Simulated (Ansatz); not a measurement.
Runs of Ansatz 0.2.0 on Sb. It takes space group I4/mmm (No. 139, tetragonal). The conventional cell has a = 3.153 Å, b = 3.153 Å, c = 5.424 Å, α = 90.00°, β = 90.00°, γ = 90.00°. Sb (site symmetry 4/mmm) has 12 Sb at 3.15 to 3.51 Å as nearest neighbours. This isn't the form of Sb at room conditions, which is rhombohedral.

| task | level | cell | cutoff (eV) | points for each segment of the path | gap on the mesh (eV) | pressure (GPa) | relaxed volume (Å³/atom) |
| --- | --- | --- | --- | --- | --- | --- | --- |
| relaxation of cell and atoms | HSE06 | relaxed | 420 | - | none | 0.0 | 26.62 |
| band structure | HSEsol | as given | 420 | 4 | none | (a) | - |
| relaxation of cell and atoms | HSEsol | relaxed | 420 | - | none | 0.0 | 25.94 |
| single point | B3LYP | as given | 420 | - | none | 4.4 | - |
| relaxation of cell and atoms | PBEsol0 | relaxed | 420 | - | none | 0.0 | (c) |
| band structure | HSE03 | as given | 420 | 4 | none | (b) | - |
| single point | r2SCANh | as given | 500 | - | none | 0.2 | - |
| relaxation of cell and atoms | HSE03 | relaxed | 420 | - | none | 0.0 | 26.73 |

Alike in all rows: potentials or basis Ansatz PAW; no spin polarisation; k mesh 6 × 6 × 6; smearing fermi-dirac 0.05 eV; the mesh is coarse, so values aren't converged.

Problem. Fill in the values left out.

Solution. (a) -2.4; (b) -0.3; (c) 25.85.

Caveats: all runs use coarse meshes; the PAW data sets come from PBE, with cores solved anew for the run's functional, which leaves a small shift of forces and pressure; the plane-wave basis is chosen anew once the cell has moved, so the energies of steps on either side of that aren't comparable (some runs); the thresholds are loose for stress (some runs); spin-orbit coupling is left out, which moves the levels of the heavy elements (some runs).

A k mesh can miss the band edges, and the runs leave out spin-orbit coupling on Sb.

A gap of «none» marks a metal or a gap under the smearing width.
